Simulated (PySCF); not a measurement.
Isomers of C3H2N2, mass 66.022 u with the commonest isotopes. Method used: PBE0-D3(BJ)/def2-SVP geometry optimisation, gas phase in PySCF. One conformer each, none proved a minimum here; rigid rotors.

**Question.** Order these by rotational constant C, smallest first.
A. `N#CC1=NC1`
B. `N#C[C@H]1C=N1`
C. malononitrile, `N#CCC#N`

**Answer.** C (2612 MHz), A (3058 MHz), B (3478 MHz).

**Question.** Order these by rotational constant A, largest first.
A. malononitrile, `N#CCC#N`
B. `N#C[C@H]1C=N1`
C. `N#CC1=NC1`

**Answer.** C (26981 MHz), B (22771 MHz), A (21179 MHz).

**Question.** Order these by dipole moment, smallest first.
A. `N#CC1=NC1`
B. `N#C[C@H]1C=N1`
C. malononitrile, `N#CCC#N`

**Answer.** A (2.64 D), C (3.70 D), B (4.18 D).

| SMILES | point group | Ia (u·Å²) | Ib (u·Å²) | Ic (u·Å²) | κ | μa (D) | μb (D) | μc (D) |
| --- | --- | --- | --- | --- | --- | --- | --- | --- |
| N#CCC#N | C2v | 23.86 | 172.81 | 193.51 | -0.97 | 0.00 | 3.70 | 0.00 |
| N#CC1=NC1 | Cs | 18.73 | 150.04 | 165.29 | -0.97 | 2.10 | 1.61 | 0.00 |
| N#C[C@H]1C=N1 | C1 | 22.19 | 142.79 | 145.29 | -0.99 | 3.39 | 2.19 | 1.10 |
